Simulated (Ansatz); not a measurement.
Here is an Ansatz 0.2.0 calculation.

File input.yaml:

```yaml
crystal:
  lattice:
    - [2.34465, -1.7134, 0.0]
    - [2.34465, 1.7134, 0.0]
    - [-0.8605543552, 0.0, 5.0594363927]
  atoms:
    - { symbol: Cu, position: [0.4968, 0.0032, 0.5] }
    - { symbol: Cu, position: [0.0032, 0.4968, 0.0] }
    - { symbol: O, position: [0.4056, 0.5714, 0.7537] }
    - { symbol: O, position: [0.5714, 0.4056, 0.2537] }
kpoints:
  mp_grid: { grid: [10, 10, 5] }
scf:
  occupations: { method: fermi_dirac, width: 0.05 }
hamiltonian:
  xc: pbe
  pseudopotentials: { kind: all_electron, lapw: { basis_error: 0.002 } }
output: {}
phonons:
  method: fd
  supercell: [1, 1, 1]
```

Potentials or basis: all-electron LAPW, scalar-relativistic.

Run with:

```console
$ ansatz run input.yaml --threads 2 --pin off --max-ram 6144MiB --backend cpu --events-out ev --progress --plain --runs-dir out
```

(1) Predict the highest phonon frequency at Γ.

(2) Estimate the largest force.

(3) What does it give for the band gap on the k mesh?

## Answers

(1) 508 cm⁻¹.

(2) 0.760 eV/Å.

(3) none (metal or under the smearing width).

Caveat: a metal's response needs a denser mesh; the run has no spin polarisation, though such a crystal can be magnetic; semilocal functionals often make such compounds metallic where correlation or magnetic order opens a gap, which also shifts bond lengths.
